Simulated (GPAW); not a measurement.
Crystal: CdS (Greenockite).

```xyz
4
Lattice="4.1500 0.0000 0.0000 -2.0750 3.5940 0.0000 0.0000 0.0000 6.7370" Properties=species:S:1:pos:R:3 pbc="T T T"
Cd    2.0750    1.1980    3.3685
Cd    0.0000    2.3960    0.0000
S     2.0750    1.1980    5.8949
S     0.0000    2.3960    2.5264
```

Program: GPAW 26.7.0. Alike in all runs: cell as given; smearing fermi-dirac 0.05 eV.

**Question.** Order these runs on this cell by their band gap on the k mesh, lowest first.
A. level AM05; potentials or basis PAW data sets generated in the run's folder for this functional, pw; spin SOC, no magnetisation; k mesh 5 × 5 × 3; cutoff (eV) 600; maxiter 150; band path GMKGALHA,LM,KH; band points 60; spin axis theta (degrees) 0; spin axis phi (degrees) 0
B. level LDA; potentials or basis the program's PAW data sets (release 1.2.1) made for this functional, pw; spin off; k mesh 6 × 6 × 3; cutoff (eV) 500; maxiter 120
C. level MS2; potentials or basis GPAW PAW data sets (gpaw-data 1.2.1), pw; spin SOC, no magnetisation; k mesh 5 × 5 × 3; cutoff (eV) 600; maxiter 150; band path GMKGALHA,LM,KH; band points 80; spin axis theta (degrees) 90; spin axis phi (degrees) 45
D. level TASK; potentials or basis GPAW PAW data sets (gpaw-data 1.2.1), pw; spin SOC, no magnetisation; k mesh 5 × 5 × 3; cutoff (eV) 600; maxiter 150; band path GMKGALHA,LM,KH; band points 100; spin axis theta (degrees) 0; spin axis phi (degrees) 0
E. level OLYP; potentials or basis PAW data sets generated in the run's folder for this functional, pw; spin SOC, no magnetisation; k mesh 5 × 5 × 3; cutoff (eV) 600; maxiter 150; band path GMKGALHA,LM,KH; band points 60; spin axis theta (degrees) 90; spin axis phi (degrees) 0

**Answer.** B (0.89 eV), A (1.14 eV), C (1.50 eV), E (1.66 eV), D (2.69 eV).

Caveats: spin-orbit coupling was added after a scalar SCF, so levels and gaps hold it while energy, forces, pressure and moments don't (some runs); this program's spin-orbit splittings come out too wide for heavy elements (some runs); an odd mesh through Γ misses points on the zone boundary, where band edges often lie (some runs).

Not every run made on this cell is shown here.
